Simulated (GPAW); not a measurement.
Something may be wrong with this GPAW 26.7.0 calculation of MgS (Niningerite).

The input run.py:

```python
from ase.dft.bandgap import bandgap
from ase.io import read, write
from ase.units import GPa
from gpaw import GPAW, PW

atoms = read('POSCAR')

calc = GPAW(mode=PW(800),
            xc='PBE',
            kpts={'size': (9, 9, 9), 'gamma': True},
            occupations={'name': 'fermi-dirac', 'width': 0.05},
            nbands=16,
            convergence={'density': 1e-05, 'energy': 1e-05},
            maxiter=75,
            ispin=2,
            txt='gpaw.txt')
atoms.calc = calc
energy = atoms.get_potential_energy()
forces = atoms.get_forces()
stress = atoms.get_stress()
calc.write('gs.gpw')
write('result.traj', atoms)
print(f'Energy: {energy:.6f} eV')
print('Forces (eV/A):')
print(forces.round(4))
print('Stress (GPa):', (stress / GPa).round(3))
print('Fermi level:', round(calc.get_fermi_level(), 4), 'eV')
print(f'Gap: {bandgap(calc)[0]:.4f} eV, direct: {bandgap(calc, direct=True)[0]:.4f} eV')
```

Contents of POSCAR:

```
MgS
1.0
    0.0000000000      2.4455510000      2.9443752829
    2.4455510000      0.0000000000      2.9443752829
    2.4455510000      2.4455510000      0.0000000000
S Mg
1 1
Direct
    0.5000000000      0.5000000000      0.5000000000
    0.0000000000      0.0000000000      0.0000000000
```

Potentials or basis: GPAW PAW data sets (gpaw-data 1.2.1), pw.

The run is started by

```sh
$ OMP_NUM_THREADS=1 python run.py
```

gpaw.txt:

```text
TypeError: GPAW() got an unexpected keyword argument 'ispin'
```

How did it end, and where is the flaw?

The program refused the input. The input holds a flaw that was put in on purpose: keyword that the code doesn't know (ispin = 2).
